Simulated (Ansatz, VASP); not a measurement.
## One calculation of Sr, two programs

Contents of INCAR:

```
  ALGO = Normal
  EDIFF = 1E-8
  ENCUT = 520
  GGA = CA
  ISIF = 2
  ISMEAR = -1
  LASPH = T
  LCHARG = F
  LEFG = T
  LREAL = F
  LWAVE = F
  NBANDS = 11
  NELM = 100
  PREC = Accurate
  SIGMA = 0.08
```

KPOINTS

```
k-points
0
Gamma
  10 10 10
```

Contents of POSCAR:

```
Sr
1.0
    0.0000000000      3.0219309284      3.0219309284
    3.0219309284      0.0000000000      3.0219309284
    3.0219309284      3.0219309284      0.0000000000
Sr
1
Direct
    0.0000000000      0.0000000000      0.0000000000
```

Input for Ansatz:

```yaml
crystal:
  lattice:
    - [0.0, 3.0219309284, 3.0219309284]
    - [3.0219309284, 0.0, 3.0219309284]
    - [3.0219309284, 3.0219309284, 0.0]
  atoms:
    - { symbol: Sr, position: [0.0, 0.0, 0.0] }
kpoints:
  mp_grid: { grid: [10, 10, 10] }
scf:
  occupations: { method: fermi_dirac, width: 0.08 }
hamiltonian:
  xc: lda
  pseudopotentials: { kind: paw }
output:
  forces: true
  stress: true
  eigenvalues: true
  efg: { contact_densities: true }
  write_density: true
  write_potential: true
  elf: true
  volumetric_format: npy
```

Change from the starting cell: volume scaled by 0.98, PAW files.

Alike in both runs: task electric field gradients; functional LDA; k mesh 10 × 10 × 10; occupations fermi-dirac, width 0.08 eV; no spin polarisation.

|  | VASP | Ansatz |
| --- | --- | --- |
| version | VASP 6.6.1 | Ansatz 0.2.0 |
| potentials or method | VASP PAW LDA potentials, release 64 (Sr_sv) | PAW with Ansatz's default frozen-core files, scalar-relativistic |
| plane-wave cutoff (eV) | 520 | 420 |
| valence electrons in the cell | 10 | 10 |

|  | VASP | Ansatz | Ansatz less VASP |
| --- | --- | --- | --- |
| pressure (GPa) | -1.4 | -1.4 | +0.01 |
| Vzz of the field gradient on the site that differs most (V/Å²) | 0.0 | 0.0 | 0.00 |

Ansatz warned: «gradients_without_spin_orbit».
